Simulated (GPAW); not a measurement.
# SiC (Moissanite) (P6_3mc) in GPAW: notebook, part 2 of 3

GPAW 26.7.0. Earlier steps stand in the parts before.

**3. Relaxation of cell and atoms, PW91+D4, target pressure 10 GPa, at which the enthalpy is minimised**

Contents of run.py:

```python
from ase.calculators.mixing import SumCalculator
from ase.filters import FrechetCellFilter
from ase.io import read, write
from ase.optimize import LBFGS
from ase.units import GPa
from dftd4.ase import DFTD4
from gpaw import GPAW, PW, setup_paths

setup_paths.insert(0, '.')

atoms = read('SiC.cif')

calc = GPAW(mode=PW(800),
            xc='GGA_X_PW91+GGA_C_PW91',
            kpts={'size': (7, 7, 4), 'gamma': True},
            occupations={'name': 'fermi-dirac', 'width': 0.05},
            nbands=18,
            convergence={'density': 1e-05, 'energy': 1e-05},
            maxiter=150,
            txt='gpaw.txt')
atoms.calc = SumCalculator([calc, DFTD4(method='pw91')])
opt = LBFGS(FrechetCellFilter(atoms, scalar_pressure=10 * GPa), trajectory='relax.traj', logfile='-')
done = opt.run(fmax=0.02, steps=40)
calc.write('gs.gpw')
write('result.traj', atoms)
print('Converged:', done)
print('Cell:', atoms.cell.cellpar().round(4))
print('Volume:', round(atoms.get_volume(), 4))
print(atoms.get_scaled_positions().round(5))
```

Contents of SiC.cif:

```cif
data_SiC
_cell_length_a 3.07600000
_cell_length_b 3.07600000
_cell_length_c 5.04800000
_cell_angle_alpha 90.00000000
_cell_angle_beta 90.00000000
_cell_angle_gamma 120.00000000
_space_group_name_H-M_alt 'P1'
_space_group_name_Hall 'P 1'
_space_group_IT_number 1
loop_
_space_group_symop_operation_xyz
'x,y,z'
loop_
_atom_site_label
_atom_site_type_symbol
_atom_site_symmetry_multiplicity
_atom_site_Wyckoff_symbol
_atom_site_fract_x
_atom_site_fract_y
_atom_site_fract_z
_atom_site_occupancy
Si1 Si 1 a 0.6666666667 0.3333333333 0.5000000000 1
Si2 Si 1 a 0.3333333333 0.6666666667 0.0000000000 1
C1 C 1 a 0.6666666667 0.3333333333 0.8850000000 1
C2 C 1 a 0.3333333333 0.6666666667 0.3850000000 1
```

Potentials or basis: PAW data sets generated in the run's folder for this functional, pw.

Started as:

```
> gpaw-setup -f GGA_X_PW91+GGA_C_PW91 C Si
> OMP_NUM_THREADS=1 python run.py
```

Run time: 2.4 min. Hardware: 1 thread of Arm Neoverse N1, shared host; peak memory 0.23 GiB.

It converged, with:

* Free energy: -31.0708 eV
* Relaxed volume: 9.96 Å³/atom
* Relaxed cell: a = 3.038 Å, b = 3.038 Å, c = 4.983 Å, α = 90.00°, β = 90.00°, γ = 120.00°
* Space group after relaxing (to 0.05 Å): P6_3mc (No. 186)
* Energy change on relaxing (the enthalpy is what falls): +4.1 meV/atom
* Ionic steps: 5
* Pressure after relaxing: 9.9 GPa
* Largest force after relaxing: 0.013 eV/Å
* Band gap on the k mesh: 2.56 eV, indirect (least direct gap 4.13 eV)
* Dispersion energy per atom: -0.280 eV

Forces in eV/Å, atoms in the order of the input:
```
Si   0.000  0.000  0.013
Si   0.000  0.000  0.013
C    0.000  0.000 -0.013
C    0.000  0.000 -0.013
```

Stress tensor (GPa, compression positive):
```
9.88 0.00 0.00
0.00 9.88 0.00
0.00 0.00 9.96
```

Step by step:
| step | energy change (eV) | largest force (eV/Å) | pressure (GPa) | volume (Å³) |
| --- | --- | --- | --- | --- |
| 1 | 0.0000 | 0.7528 | 1.07 | 41.36 |
| 2 | -0.0230 | 0.4223 | 2.26 | 41.11 |
| 3 | -0.0117 | 0.2743 | 5.99 | 40.45 |
| 4 | -0.0094 | 0.1631 | 6.70 | 40.33 |
| 5 | 0.0163 | 0.0135 | 9.91 | 39.83 |

Final structure:
```cif
data_structure
_symmetry_space_group_name_H-M 'P 1'
_symmetry_Int_Tables_number 1
_cell_length_a 3.0380
_cell_length_b 3.0380
_cell_length_c 4.9825
_cell_angle_alpha 90.000
_cell_angle_beta 90.000
_cell_angle_gamma 120.000
_cell_volume 39.83
loop_
_atom_site_label
_atom_site_type_symbol
_atom_site_fract_x
_atom_site_fract_y
_atom_site_fract_z
_atom_site_occupancy
Si1 Si 0.66667 0.33333 0.50453 1
Si2 Si 0.33333 0.66667 0.00453 1
C1 C 0.66667 0.33333 0.88048 1
C2 C 0.33333 0.66667 0.38048 1
```

Levels at points of the mesh, in eV from the valence-band top:
```csv
k point,band 5,band 6,band 7,band 8,band 9,band 10,band 11,band 12
"(0.00, 0.00, 0.00)",-1.34,-0.11,0.00,0.00,5.13,6.66,6.89,6.89
"(0.00, 0.00, 0.50)",-0.72,-0.72,-0.72,-0.72,6.23,6.23,7.56,7.56
```

Caveat: later steps reuse the first step's grids; an odd mesh through Γ misses points on the zone boundary, where band edges often lie. PW91 gaps usually lie below the measured ones, often by a third to a half.

**4. Single point, PBE**

Contents of run.py:

```python
from ase.dft.bandgap import bandgap
from ase.io import read, write
from ase.units import GPa
from gpaw import GPAW, PW

atoms = read('SiC.cif')

calc = GPAW(mode=PW(800),
            xc='PBE',
            kpts={'size': (7, 7, 4), 'gamma': True},
            occupations={'name': 'fermi-dirac', 'width': 0.05},
            nbands=18,
            convergence={'density': 1e-05, 'energy': 1e-05},
            maxiter=100,
            txt='gpaw.txt')
atoms.calc = calc
energy = atoms.get_potential_energy()
forces = atoms.get_forces()
stress = atoms.get_stress()
calc.write('gs.gpw')
write('result.traj', atoms)
print(f'Energy: {energy:.6f} eV')
print('Forces (eV/A):')
print(forces.round(4))
print('Stress (GPa):', (stress / GPa).round(3))
print('Fermi level:', round(calc.get_fermi_level(), 4), 'eV')
print(f'Gap: {bandgap(calc)[0]:.4f} eV, direct: {bandgap(calc, direct=True)[0]:.4f} eV')
```

Contents of SiC.cif:

```cif
data_SiC
_cell_length_a 3.07600000
_cell_length_b 3.07600000
_cell_length_c 5.04800000
_cell_angle_alpha 90.00000000
_cell_angle_beta 90.00000000
_cell_angle_gamma 120.00000000
_space_group_name_H-M_alt 'P6_3mc'
_space_group_name_Hall 'P 6c -2c'
_space_group_IT_number 186
loop_
_space_group_symop_operation_xyz
'x,y,z'
'x-y,x,z+1/2'
'-y,x-y,z'
'-x,-y,z+1/2'
'-x+y,-x,z'
'y,-x+y,z+1/2'
'y,x,z+1/2'
'x,x-y,z'
'x-y,-y,z+1/2'
'-y,-x,z'
'-x,-x+y,z+1/2'
'-x+y,y,z'
loop_
_atom_site_label
_atom_site_type_symbol
_atom_site_symmetry_multiplicity
_atom_site_Wyckoff_symbol
_atom_site_fract_x
_atom_site_fract_y
_atom_site_fract_z
_atom_site_occupancy
Si1 Si 2 b 0.6666666667 0.3333333333 0.5000000000 1
C1 C 2 b 0.6666666667 0.3333333333 0.8850000000 1
```

Potentials or basis: GPAW PAW data sets (gpaw-data 1.2.1), pw.

Started as:

```
> OMP_NUM_THREADS=1 python run.py
```

gpaw.txt:

```text
__  _  _
 | _ |_)|_||  |
 |__||  | ||/\| - 26.7.0

Input parameters:
  mode=PW(ecut=800.0),
  convergence={'density': 1e-05, 'energy': 1e-05},
  kpts=MonkhorstPack(size=(7, 7, 4), gamma=True),
  maxiter=100,
  nbands=18,
  occupations=Occupations(name='fermi-dirac', width=0.05),
  xc=XC(name='PBE')

Diagonalizing LCAO Hamiltonian
Converting LCAO to pw mode

           C

           Si
        C

        Si

Atoms  # Å, Bohr magnetons
|   | symbol |        x |        y |        z |    initial magnetic moments |
|---|--------|----------|----------|----------|-----------------------------|
| 0 |     Si | 1.538000 | 0.887965 | 2.524000 | ( 0.0000,  0.0000,  0.0000) |
| 1 |     Si | 0.000000 | 1.775929 | 0.000000 | ( 0.0000,  0.0000,  0.0000) |
| 2 |      C | 1.538000 | 0.887965 | 4.467480 | ( 0.0000,  0.0000,  0.0000) |
| 3 |      C | 0.000000 | 1.775929 | 1.943480 | ( 0.0000,  0.0000,  0.0000) |

Unit cell  # Å
| periodic |         x |        y |        z |  lengths |     angles |
|----------|-----------|----------|----------|----------|------------|
|      yes |  3.076000 | 0.000000 | 0.000000 | 3.076000 |  90.000000 |
|      yes | -1.538000 | 2.663894 | 0.000000 | 3.076000 |  90.000000 |
|      yes |  0.000000 | 0.000000 | 5.048000 | 5.048000 | 120.000000 |

Number of symmetries: 6
Symmetry operations  # r_c * U_cc + t_c -> r_c
|   | kind |            matrix            |
|---|------|------------------------------|
| 0 |  σ   |  1, 1, 0,  0,-1, 0,  0, 0, 1 |
| 1 |  E   |  1, 0, 0,  0, 1, 0,  0, 0, 1 |
| 2 |  C3  |  0, 1, 0, -1,-1, 0,  0, 0, 1 |
| 3 |  σ   |  0,-1, 0, -1, 0, 0,  0, 0, 1 |
[... 135 lines left out ...]
|---------|-|-------------|-------|-------|
|iter:   1| |  -33.177098 | -0.13 |       |
|iter:   2| |  -32.422275 | -2.16 | -0.56 |
|iter:   3| |  -29.889807 | -0.71 | -0.61 |
|iter:   4| |  -29.900278 | -2.76 | -1.31 |
|iter:   5| |  -29.906705 | -3.38 | -1.69 |
|iter:   6| |  -29.906837 | -5.23 | -2.67 |
|iter:   7| |  -29.906846c| -6.52 | -3.29 |
|iter:   8| |  -29.906846c| -8.00c| -4.13 |
|iter:   9| |  -29.906846c| -7.72c| -4.58 |
|iter:  10| |  -29.906846c| -8.58c| -5.25c|

Converged in 10 steps
Energy contributions relative to reference atoms: (reference = -17827.944731)

Energy contributions:
  Kinetic:          32.621224
  Coulomb:         -27.340880
  Zero:             -0.028885
  External:          0.000000
  Xc:              -35.158304
  Entropy:          -0.000000
  Spinorbit:         0.000000
  ----------------------------
  Free energy:     -29.906846
  Extrapolated:    -29.906846

dipole moment: (-0.000000, -0.000003, -8.942348)  # |e|*Ang

Fermi level: 10.076
Eigenvalues  # (at kpt = [0.000, 0.000, 0.000])
| band index |      eig [eV] | occ [0-2] |
|------------|---------------|-----------|
|          0 |        -7.183 |     2.000 |
|          1 |        -3.678 |     2.000 |
|          2 |        -0.151 |     2.000 |
|          3 |         6.993 |     2.000 |
|          4 |         6.993 |     2.000 |
|          5 |         8.278 |     2.000 |
[... 8 lines left out ...]
|         14 |        17.245 |     0.000 |
|         15 |        19.919 |     0.000 |
|        ... |               |           |
|         17 |        19.926 |     0.000 |

Gap: 2.626 eV
Transition (v -> c):
  (s=0, k=0, n=7, [0.00, 0.00, 0.00]) -> (s=0, k=22, n=8, [0.43, 0.29, 0.00])
Direct/indirect transitions are different
Direct gap: 4.129 eV
Transition at: (s=0, k=19, n=7, [0.43, 0.00, 0.00])

Forces  # eV/Ang
|        x |       y |        z |
|----------|---------|----------|
| -0.00000 | 0.00000 |  0.76626 |  # Si   0
| -0.00000 | 0.00000 |  0.76625 |  # Si   1
|  0.00000 | 0.00000 | -0.76622 |  # C    2
|  0.00000 | 0.00000 | -0.76615 |  # C    3

Stress tensor  # eV/Ang^3
|         x |         y |         z |
|-----------|-----------|-----------|
| -0.041763 |  0.000000 |  0.000000 |
|  0.000000 | -0.041763 |  0.000000 |
|  0.000000 |  0.000000 | -0.009558 |

# Writing to gs.gpw (mode='')
```

Wall time 36 s (1 thread of Arm Neoverse N1, shared host); peak memory 0.17 GiB.

What came out:

```yaml
Free_energy: -29.9068 eV
Pressure: 5.0 GPa
Largest_force: 0.766 eV/Å
Band_gap_on_the_k_mesh: 2.63 eV, indirect (least direct gap 4.13 eV)
```

Forces in eV/Å, atoms in the order of the input:
```
Si   0.000  0.000  0.766
Si   0.000  0.000  0.766
C    0.000  0.000 -0.766
C    0.000  0.000 -0.766
```

Stress tensor (GPa, compression positive):
```
6.69 0.00 0.00
0.00 6.69 0.00
0.00 0.00 1.53
```

Caveat: an odd mesh through Γ misses points on the zone boundary, where band edges often lie.

**5. Relaxation of cell and atoms, RPBE**

Contents of run.py:

```python
from ase import Atoms
from ase.filters import FrechetCellFilter
from ase.io import write
from ase.optimize import LBFGS
from gpaw import GPAW, PW

atoms = Atoms(['Si', 'Si', 'C', 'C'],
              cell=[[3.076, 0.0, 0.0],
                    [-1.538, 2.663894142, 0.0],
                    [0.0, 0.0, 5.048]],
              scaled_positions=[[0.6666666667, 0.3333333333, 0.5],
                                [0.3333333333, 0.6666666667, 0.0],
                                [0.6666666667, 0.3333333333, 0.885],
                                [0.3333333333, 0.6666666667, 0.385]],
              pbc=True)

calc = GPAW(mode=PW(800),
            xc='RPBE',
            kpts={'size': (7, 7, 4), 'gamma': True},
            occupations={'name': 'fermi-dirac', 'width': 0.05},
            nbands=18,
            convergence={'density': 1e-06, 'energy': 1e-06, 'eigenstates': 1e-10},
            maxiter=150,
            txt='gpaw.txt')
atoms.calc = calc
opt = LBFGS(FrechetCellFilter(atoms), trajectory='relax.traj', logfile='-')
done = opt.run(fmax=0.01, steps=60)
calc.write('gs.gpw')
write('result.traj', atoms)
print('Converged:', done)
print('Cell:', atoms.cell.cellpar().round(4))
print('Volume:', round(atoms.get_volume(), 4))
print(atoms.get_scaled_positions().round(5))
```

Potentials or basis: the program's PAW data sets (release 1.2.1) made for this functional, pw.

Started as:

```
> OMP_NUM_THREADS=1 python run.py
```

Run time: 3.9 min. Hardware: 1 thread of Arm Neoverse N1, shared host; peak memory 0.26 GiB.

It converged, with:

| Quantity | Value |
| --- | --- |
| Free energy | -28.3783 eV |
| Relaxed volume | 10.72 Å³/atom |
| Relaxed cell | a = 3.114 Å, b = 3.114 Å, c = 5.107 Å, α = 90.00°, β = 90.00°, γ = 120.00° |
| Space group after relaxing (to 0.05 Å) | P6_3mc (No. 186) |
| Energy gained by relaxing | 19.1 meV/atom |
| Ionic steps | 7 |
| Pressure after relaxing | 0.0 GPa |
| Largest force after relaxing | 0.004 eV/Å |
| Band gap on the k mesh | 2.67 eV, indirect (least direct gap 3.99 eV) |

Forces on the atoms (eV/Å):
```
Si   0.000  0.000  0.004
Si   0.000  0.000  0.004
C    0.000  0.000 -0.004
C    0.000  0.000 -0.004
```

Stress tensor (GPa, compression positive):
```
-0.11  0.00  0.00
 0.00 -0.11  0.00
 0.00  0.00  0.12
```

Step by step:
| step | energy change (eV) | largest force (eV/Å) | pressure (GPa) | volume (Å³) |
| --- | --- | --- | --- | --- |
| 1 | 0.0000 | 0.7759 | 8.26 | 41.36 |
| 2 | -0.0387 | 0.4104 | 6.72 | 41.60 |
| 3 | -0.0644 | 0.1626 | 3.86 | 42.11 |
| 4 | -0.0687 | 0.1401 | 2.97 | 42.28 |
| 5 | -0.0763 | 0.0058 | 0.05 | 42.87 |
| 6 | -0.0763 | 0.0015 | -0.01 | 42.88 |
| 7 | -0.0763 | 0.0040 | -0.03 | 42.89 |

Final structure:
```cif
data_structure
_symmetry_space_group_name_H-M 'P 1'
_symmetry_Int_Tables_number 1
_cell_length_a 3.1140
_cell_length_b 3.1140
_cell_length_c 5.1072
_cell_angle_alpha 90.000
_cell_angle_beta 90.000
_cell_angle_gamma 120.000
_cell_volume 42.89
loop_
_atom_site_label
_atom_site_type_symbol
_atom_site_fract_x
_atom_site_fract_y
_atom_site_fract_z
_atom_site_occupancy
Si1 Si 0.66667 0.33333 0.50452 1
Si2 Si 0.33333 0.66667 0.00452 1
C1 C 0.66667 0.33333 0.88048 1
C2 C 0.33333 0.66667 0.38048 1
```

Levels at points of the mesh, in eV from the valence-band top:
```csv
k point,band 5,band 6,band 7,band 8,band 9,band 10,band 11,band 12
"(0.00, 0.00, 0.00)",-1.31,-0.10,0.00,0.00,4.52,5.86,6.47,6.47
"(0.00, 0.00, 0.50)",-0.71,-0.71,-0.71,-0.71,5.62,5.62,7.17,7.17
```

Caveat: later steps reuse the first step's grids; an odd mesh through Γ misses points on the zone boundary, where band edges often lie. RPBE and its kin give volumes clearly too large for solids.

(Continued in part 3 of 3.)
